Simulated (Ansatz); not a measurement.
Wanted: the native input for an Ansatz 0.2.0 run.

```
Task                : single point
Functional          : PBE
Potentials or basis : Ansatz PAW
Cutoff              : 420 eV (not typed: the program's choice for these potentials)
k mesh              : 8 × 8 × 8
Occupations         : gaussian, width 0.012 eV
Spin                : no spin polarisation
```

The system is CdSe.

```
Cd Se
1.0
     0.00000    3.07027    3.07027
     3.07027    0.00000    3.07027
     3.07027    3.07027    0.00000
Cd Se
1 1
Direct
  0.00000 0.00000 0.00000
  0.25000 0.25000 0.25000
```

Measurements of this composition are mostly on another form, of space group No. 186.

The input as run:

input.yaml

```yaml
crystal:
  lattice:
    - [0.0, 3.0702711986, 3.0702711986]
    - [3.0702711986, 0.0, 3.0702711986]
    - [3.0702711986, 3.0702711986, 0.0]
  atoms:
    - { symbol: Cd, position: [0.0, 0.0, 0.0] }
    - { symbol: Se, position: [0.25, 0.25, 0.25] }
hamiltonian:
  xc: pbe
  pseudopotentials: { kind: paw }
kpoints:
  mp_grid: { grid: [8, 8, 8] }
scf:
  occupations: { method: gaussian, width: 0.012 }
output:
  forces: true
  stress: true
  eigenvalues: true
  write_density: true
  write_potential: true
  elf: true
  volumetric_format: npy
```

Potentials or basis: Ansatz PAW.

Run with:

```bash
$ ansatz run input.yaml --threads 2 --pin off --max-ram 5632MiB --backend cpu --events-out ev --progress --plain --runs-dir out
```

It gave:

The pressure is 1.3 GPa and the band gap on the k mesh is 0.55 eV, direct.

Wall time 4.2 s on 2 threads of Intel(R) Xeon(R) Processor @ 2.50GHz (Skylake/Cascade Lake), with other jobs on the host, peak memory 0.38 GiB.
